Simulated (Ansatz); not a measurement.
Space group P6_3/mmc (No. 194). a = 3.631 Å, b = 3.631 Å, c = 11.626 Å, α = 90.00°, β = 90.00°, γ = 120.00°
| atom | site | symmetry | x | y | z |
| --- | --- | --- | --- | --- | --- |
| Y | 2a | -3m. | 0.0000 | 0.0000 | 0.0000 |
| Y | 2c | -6m2 | 0.3333 | 0.6667 | 0.2500 |

Equation of state of this Y structure (not necessarily the ground state), with shape and atoms relaxed at each volume where symmetry leaves them free. It has no gap at any of these volumes. The calculation used Ansatz 0.2.0, DFT r2SCAN, scalar-relativistic, plane waves, PAW.

Plane waves to 500 eV, a k mesh through Γ of 15×15×4 on the computed 4-atom cell and Gaussian smearing (0.10 eV); no spin polarisation.

```tsv
V (Å³/atom)	E − E(largest V) (meV/atom)	P (GPa)
31.190	1.65	2.60
32.186	-9.91	1.22
33.181	-13.39	0.02
34.177	-9.80	-1.05
35.172	0.00	-2.00
```

Problem. Fit a third-order Birch–Murnaghan equation to E(V).

Solution. V0 = 33.15 Å³/atom, B0 = 38 GPa, B0' = 3.4.

Cost: 5 runs of about 6.8 core-minutes in all, on Arm Neoverse V1 (shared hosts).